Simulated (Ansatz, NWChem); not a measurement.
**Errors in the dipole moment**

6 molecules of light elements (H to F); the dipole moment in D, computed less measured. Shapes, held fixed at every level: PBE0-D4/def2-TZVP. No vibrational averaging. Dipoles are compared by magnitude; molecules under 1 D, whose direction can flip, are left out. Programs: Ansatz 0.2.0, NWChem 7.3.0. Measured values: NIST CCCBDB.

Levels: A = HF/def2-SVP; B = PBE-D4/def2-TZVPP; C = r2SCAN-D4/def2-TZVPP; D = B3LYP-D4/def2-TZVPP.

| molecule | measured | A | B | C | D |
| --- | --- | --- | --- | --- | --- |
| NOF (nitrosyl fluoride) | 1.81 | -0.24 | -0.55 | -0.48 | -0.42 |
| CH2F2 (difluoromethane) | 1.97 | +0.30 | -0.25 | -0.17 | -0.10 |
| C2H3N (acetonitrile) | 3.92 | +0.13 | +0.02 | +0.13 | +0.08 |
| C2H4F2 (1,1-difluoroethane) | 2.27 | +0.25 | -0.22 | -0.13 | -0.07 |
| C3H6O (propylene oxide) | 2.01 | +0.37 | -0.25 | -0.16 | -0.09 |
| C3H6O (acetone) | 2.88 | +0.40 | -0.02 | +0.09 | +0.11 |

Question: Sum up the errors.

Answer: 
```tsv
level	kind	mean error	mean absolute error	worst case
HF/def2-SVP	Hartree–Fock	+0.202	0.282	C3H6O (acetone)
PBE-D4/def2-TZVPP	GGA	-0.212	0.218	NOF
r2SCAN-D4/def2-TZVPP	meta-GGA	-0.120	0.193	NOF
B3LYP-D4/def2-TZVPP	global hybrid	-0.082	0.145	NOF
```

On this set B3LYP-D4/def2-TZVPP has the smallest mean absolute error and HF/def2-SVP the largest. HF/def2-SVP is too high in 5 of 6; PBE-D4/def2-TZVPP is too low in 5 of 6; r2SCAN-D4/def2-TZVPP is too low in 4 of 6. The levels differ in basis as well as in method. The tabulated value of NOF is in doubt (older tables, estimates, or at odds with other calculations) and kept here. Over the 5 molecules whose values aren't doubted the mean absolute errors are A 0.290; B 0.152; C 0.136; D 0.090. The set is small.
